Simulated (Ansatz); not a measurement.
**Graphite: revPBE0 at the revPBE geometry**

How do the levels change when part of the exchange is made exact, and what does it cost? Spin polarisation is left out. The cell comes from an earlier revPBE relaxation. Exact exchange is dear, so the k-mesh is coarse, and revPBE is run on the same mesh for comparison.

Program: Ansatz 0.2.0. Level of theory: DFT, plane waves (420 eV) with PBE-made PAW files, scalar-relativistic; functionals as named at each step. These are calculated values, not measurements.

## Step 1: Starting point

Symmetry: P6_3/mmc, No. 194, hexagonal system. The conventional cell has a = 2.475 Å, b = 2.475 Å, c = 10.197 Å, α = 90.00°, β = 90.00°, γ = 120.00°. Around C (site symmetry -6m2) lie 3 C at 1.43 Å.

As a file:

```
CELL_PARAMETERS angstrom
2.47461 0.00000 0.00000
-1.23730 2.14307 0.00000
0.00000 0.00000 10.19679
ATOMIC_POSITIONS crystal
C 0.00000 0.00000 0.25000
C 0.00000 0.00000 0.75000
C 0.33333 0.66667 0.25000
C 0.66667 0.33333 0.75000
```

## Step 2: revPBE, coarse mesh

The run with revPBE.

The input, input.yaml:

```yaml
crystal:
  lattice:
    - [2.4746097377, 0.0, 0.0]
    - [-1.2373048688, 2.1430748973, 0.0]
    - [0.0, 0.0, 10.1967852839]
  atoms:
    - { symbol: C, position: [0.0, 1.0, 0.25] }
    - { symbol: C, position: [0.0, 0.0, 0.75] }
    - { symbol: C, position: [0.3333333333, 0.6666666667, 0.25] }
    - { symbol: C, position: [0.6666666667, 0.3333333333, 0.75] }
hamiltonian:
  xc: revpbe
  pseudopotentials:
    kind: paw
    azcp:
      C: "pseudopotentials/C.paw.azcp"
basis:
  ecutwfc: 420
  fft_grid_basis: typed
kpoints:
  mp_grid: { grid: [7, 7, 2], shift: [0, 0, 0] }
magnetization:
  spin_polarized: false
scf:
  occupations: { method: fermi_dirac, width: 0.1 }
```

What it wrote (excerpt; [...] marks lines left out):

```text
Warning: RAYON_NUM_THREADS=4 ignored (pool sized by the plan → 4); use --threads N
[...]
Pseudopotentials: kind: paw
Pseudopotential: C, paw, valence charge 4, recommended cutoff 420 eV (normal), <dir>
Functional definition: revPBE
[...]
Crystal: 4 atoms, lattice volume = 54.076 Å³
Basis set: ecut = 420 eV, 1025 PW (Γ)
Bands: 12, of which v1, the nominal top of the filled ones, is band 8 counted from 1 (7 counted from 0)
Symmetry: 24 space group operations
Space group: P63/mmc (ITA 194), of the structure as read, at distance tolerance 3.8e-5 Å
k-points: 16 of 98
[...]
SCF iter   1: F=—  HF=-1007.622477 eV  |F-HF|=—  |Δ(HF+E_count)|=         —  Δρ=3.75e-3  dr2=7.05e-3  ethr=1.77e-3  ⟨swp⟩=5.8  Hψ=1157  notcnv=0
[...]
SCF iter   6: F=-1007.626369 eV  HF=-1007.626369 eV  |F-HF|=1.59e-8  |Δ(HF+E_count)|=   8.26e-9  Δρ=6.85e-6  dr2=2.15e-8  ethr=3.53e-10  ⟨swp⟩=1.0  Hψ=572  notcnv=0
[...]
SCF converged after 6 iterations
Free energy (F): -1007.626369 eV
[...]
E sigma→0 (E₀):  -1007.626368 eV
Entropy (-TS):   -0.000001 eV (-0.000 meV/atom)
Fermi energy:    3.168600 eV
[...]
```

It took 0.31 s on 4 threads of an x86-64 CPU, shared host; peak memory 0.32 GiB.

## Step 3: revPBE0, coarse mesh

The run with revPBE0.

input.yaml: that of step 2 with these lines changed.

```diff
@@ -11,3 +11,3 @@
 hamiltonian:
-  xc: revpbe
+  xc: revpbe0
   pseudopotentials:
```

What it wrote (excerpt; [...] marks lines left out):

```text
Warning: RAYON_NUM_THREADS=4 ignored (pool sized by the plan → 4); use --threads N
[...]
[... 2 set-up lines as earlier in the session ...]
Functional definition: revPBE0
[...]
Crystal: 4 atoms, lattice volume = 54.076 Å³
Basis set: ecut = 420 eV, 1025 PW (Γ)
Bands: 12, of which v1, the nominal top of the filled ones, is band 8 counted from 1 (7 counted from 0)
[... 2 set-up lines as earlier in the session ...]
k-points: 16 of 98
[...]
SCF iter   1: F=—  HF=-1007.618570 eV  |F-HF|=—  |Δ(HF+E_count)|=         —  Δρ=3.75e-3  dr2=6.83e-3  ethr=1.77e-3  ⟨swp⟩=9.0  Hψ=1010  notcnv=0
[...]
SCF 1 stopped early in 3 iterations: F = -1007.622457 eV  dr2 = 2.09e-5
[...]
Frozen-core exchange: fock
[...]
SCF 2 stopped early in 5 iterations: F = -1006.879450 eV  dr2 = 2.03e-6
[...]
SCF iter   2: F=-1006.879513 eV  HF=-1006.879513 eV  |F-HF|=1.79e-8  |Δ(HF+E_count)|=   1.04e-8  Δρ=1.28e-5  dr2=5.50e-8  ethr=1.41e-10  ⟨swp⟩=2.8  Hψ=829  notcnv=0
[...]
hybrid outer 2: dexx = +3.288e-7 eV, tail = 1.23e-7 eV, Δε = 2.76e-3 eV (about 2.32e-4 eV left of the loop's levels)
hybrid SCF converged: 2 outer / 7 inner (+3 warm-up), last move |dexx| = 3.29e-7 eV, tail = 1.23e-7 eV
Stability not checked: this state was not tested for a lower state beside it, because the functional holds exact exchange (a hybrid, or Hartree-Fock), whose exchange loop this test does not read (fock_operator; see scf.lower_state_search)
Free energy (F): -1006.879513 eV
Frozen-core exchange: fock
[...]
E sigma→0 (E₀):  -1006.879513 eV
Fermi energy:    3.099248 eV
[...]
--- Band table (eV; the first three rows and the last of 16) ---
  k-point 0: bands = ["-19.3284", "-19.3234", "-6.1492", "-6.0209", "-1.2971", "-1.2971", "-1.2970", "-1.2970", "6.7174", "8.8268"]
[...]
  guard bands above this table: 2 of the run's 12 bands. The solve was not asked for them (output.publish_guard_bands: true or output.eigenvalues: true publishes all)
```

Wall time 3.7 s (4 threads of an x86-64 CPU, shared host); peak memory 0.8 GiB.

## Step 4: Side by side

```
functional  gap on the mesh  Fermi energy (eV)  SCF cycles  exchange loops  CPU time
    revPBE          2.93 eV              3.169           6               -    0.56 s
   revPBE0          4.17 eV              3.099          10               2      12 s
```

## Step 5: Summary of results

| quantity | value |
| --- | --- |
| revPBE: gap | 2.93 eV |
| revPBE0: gap | 4.17 eV |
| revPBE0: SCF cycles, exchange loops | 10, 2 |
| revPBE0: CPU time over that of revPBE | 21 |

In words: Exact exchange widens the gap from 2.93 eV (revPBE) to 4.17 eV (revPBE0). The hybrid took 21 times as much CPU time as revPBE on the same settings. revPBE0 needed 2 outer loops of the exchange operator. The cell taken over is 53 % larger than the measured one (8.82 Å³/atom, COD); without dispersion its layers, chains or molecules have drifted apart, so it no longer stands for the bulk solid. Real carbon in this structure is a semimetal; the mesh holds no K point, where the bands touch, so this gap is an artefact of the mesh. The total energies in the logs cannot be compared from one functional to another.
